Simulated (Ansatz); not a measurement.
ZnS (F-43m), random displacements

Level of theory: DFT r2SCAN, scalar-relativistic, plane waves, PAW (Ansatz). Settings: plane waves to 500 eV, k-mesh 4×4×4 (Γ-centred), Gaussian smearing 0.05 eV. No spin polarisation. Energies are free energies at this smearing, counted from the undisturbed cell; pressure is positive in compression.

Reference structure (relaxed at this level):

```
CELL_PARAMETERS angstrom
5.38903 0.00000 0.00000
0.00000 -5.38903 0.00000
0.00000 0.00000 -5.38903
ATOMIC_POSITIONS crystal
Zn 0.00000 0.00000 0.00000
Zn 0.50000 0.50000 0.00000
Zn 0.50000 0.00000 0.50000
Zn 0.00000 0.50000 0.50000
S 0.75000 0.75000 0.75000
S 0.25000 0.25000 0.75000
S 0.25000 0.75000 0.25000
S 0.75000 0.25000 0.25000
```

After a displacement of all atoms with no net shift, the run gives ΔE = 12.9 meV/atom; stress (xx, yy, zz, yz, xz, xy; compression positive) (0.30, 0.32, 0.34, -0.39, -0.64, 0.87) GPa; gap on the mesh 2.67 eV.

```csv
atom,Fx (eV/Å),Fy,Fz
Zn1,-0.338,-0.728,0.491
Zn2,-0.248,-0.064,-0.065
Zn3,-0.020,0.042,0.441
Zn4,0.223,0.150,0.017
S5,-0.157,0.015,-0.010
S6,-0.208,-0.114,-0.088
S7,1.018,0.476,-0.635
S8,-0.270,0.223,-0.151
```

(1) Which displacements (Å, in the unstrained cell) and strain were applied?

Answers

(1)
```csv
atom,ux,uy,uz
Zn1,0.03,0.08,-0.03
Zn2,0.03,0.01,0.01
Zn3,-0.01,-0.03,-0.04
Zn4,-0.03,-0.02,0.00
S5,0.00,-0.01,0.01
S6,0.00,0.00,0.00
S7,-0.06,-0.01,0.03
S8,0.03,-0.01,0.02
```
The cell is not strained.

Cost: 1 run of about 0.64 core-minutes, on AMD EPYC 7R43 (Zen 3) (shared hosts).